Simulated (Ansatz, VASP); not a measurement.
## Two plane-wave programs on CaSe

INCAR

```
PREC = Accurate
ENCUT = 520
EDIFF = 1E-6
ISMEAR = -1
SIGMA = 0.05
LREAL = F
LASPH = T
NELM = 100
ALGO = Normal
ISIF = 2
LWAVE = F
LCHARG = F
GGA = PE
NBANDS = 15
```

Contents of KPOINTS:

```
regular mesh
0
Gamma
  8 8 8
```

POSCAR

```
CaSe
1.0
    0.0000000000      2.9560000000      2.9560000000
    2.9560000000      0.0000000000      2.9560000000
    2.9560000000      2.9560000000      0.0000000000
Se Ca
1 1
Direct
    0.5000000000      0.5000000000      0.5000000000
    0.0000000000      0.0000000000      0.0000000000
```

input.yaml

```yaml
crystal:
  lattice:
    - [0.0, 2.956, 2.956]
    - [2.956, 0.0, 2.956]
    - [2.956, 2.956, 0.0]
  atoms:
    - { symbol: Se, position: [0.5, 0.5, 0.5] }
    - { symbol: Ca, position: [0.0, 0.0, 0.0] }
hamiltonian:
  xc: pbe
  pseudopotentials: { kind: paw }
kpoints:
  mp_grid: { grid: [8, 8, 8] }
  band_path:
    path:
      - [[0.0, 0.0, 0.0], [0.5, 0.0, 0.5], [0.5, 0.25, 0.75], [0.375, 0.375, 0.75], [0.0, 0.0, 0.0], [0.5, 0.5, 0.5], [0.625, 0.25, 0.625], [0.5, 0.25, 0.75], [0.5, 0.5, 0.5], [0.375, 0.375, 0.75]]
      - [[0.625, 0.25, 0.625], [0.5, 0.0, 0.5]]
    npoints: 14
scf:
  occupations: { method: fermi_dirac, width: 0.05 }
  n_extra_bands: 6
output:
  forces: true
  stress: true
  eigenvalues: true
  fatbands: false
```

Alike in both runs: functional PBE; k mesh 8 × 8 × 8; occupations fermi-dirac, width 0.05 eV; no spin polarisation.

|  | VASP | Ansatz |
| --- | --- | --- |
| version | VASP 6.6.1 | Ansatz 0.2.0 |
| potentials or method | VASP PAW PBE potentials, release 64 (Se, Ca_sv) | Ansatz PAW |
| plane-wave cutoff (eV) | 520 | 420 |
| valence electrons in the cell | 16 | 26 |
| task | single point | band structure |

```tsv
	VASP	Ansatz	Ansatz less VASP
gap on the k mesh at the Fermi level (eV)	2.02	2.03	+0.010
least direct gap on the mesh (eV)	2.96	2.96	+0.009
pressure (GPa)	1.3	1.2	-0.18
```

The two sets of potentials don't hold the same shells in valence.

A k mesh can miss the band edges.
